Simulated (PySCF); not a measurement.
Species: N,N-dimethylacetamide, C4H9NO.
Z-matrix (Å and degrees, PBE0-D3(BJ)/def2-TZVP geometry), rows numbered from 1:
```
C 
C   1  1.5109
O   2  1.2176  1  120.64
N   2  1.3641  1  117.40  3  -179.77
C   4  1.4411  2  119.34  1  -178.43
C   4  1.4377  2  124.96  1    -3.17
H   1  1.0869  2  107.22  3     0.36
H   1  1.0924  2  111.65  3  -118.98
H   1  1.0923  2  111.92  3   119.88
H   5  1.0955  4  110.71  2   116.88
H   5  1.0870  4  108.57  2    -3.18
H   5  1.0948  4  110.47  2  -123.29
H   6  1.0952  4  110.15  2   130.19
H   6  1.0970  4  111.18  2  -110.56
H   6  1.0860  4  111.41  2    10.36
```

Level: wB97X-D/pcSseg-2 in PySCF, non-relativistic, on one gas-phase PBE0-D3(BJ)/def2-TZVP geometry that isn't relaxed in the solvent. The solvent is an IEF-PCM continuum (cavity from Bondi-type radii × 1.2). Specific hydrogen bonds and non-electrostatic terms are outside this model.

Gas phase at wB97X-D/pcSseg-2: HOMO -8.77 eV, LUMO 2.03 eV, dipole 3.95 D.

**Question.** What does the continuum do to the energy, the frontier levels and the dipole at wB97X-D/pcSseg-2 in chloroform?

**Answer.** 
```csv
solvent,ε,E(solvent) − E(gas) (kJ/mol),polarisation term (kJ/mol),distortion of the solute (kJ/mol),HOMO (eV),LUMO (eV),dipole (D)
chloroform,4.711,-22.20,-26.29,4.09,-8.76,2.32,4.98
```

The polarisation term is half the interaction of the solute with the surface charges that it induces; the rest is the cost of distorting the solute's density. The sum is the electrostatic part of solvation alone.

**Question.** Which radius a makes the point-dipole formula ΔE = −[(ε − 1)/(2ε + 1)]·μ²/a³ give the value in chloroform, with the gas-phase dipole?

**Answer.** μ = 1.555 au and |ΔE| = 0.00845 Eh give a = 2.47 Å; the farthest nucleus lies 2.93 Å from the centroid of the nuclei, so such a sphere wouldn't even hold the nuclei. The formula assumes a rigid point dipole at the centre of a sphere.

Hardware: AMD EPYC 9R45, one thread, no GPU, shared host with 96 logical CPUs at a one-minute load of 42. Cost: 40 s, 1.7 GiB resident at most. This is the whole shielding run at wB97X-D/pcSseg-2 in chloroform, SCF included.

The pairwise dispersion term of wB97X-D wasn't added to the energies; at a given geometry it leaves orbitals and properties as they are.
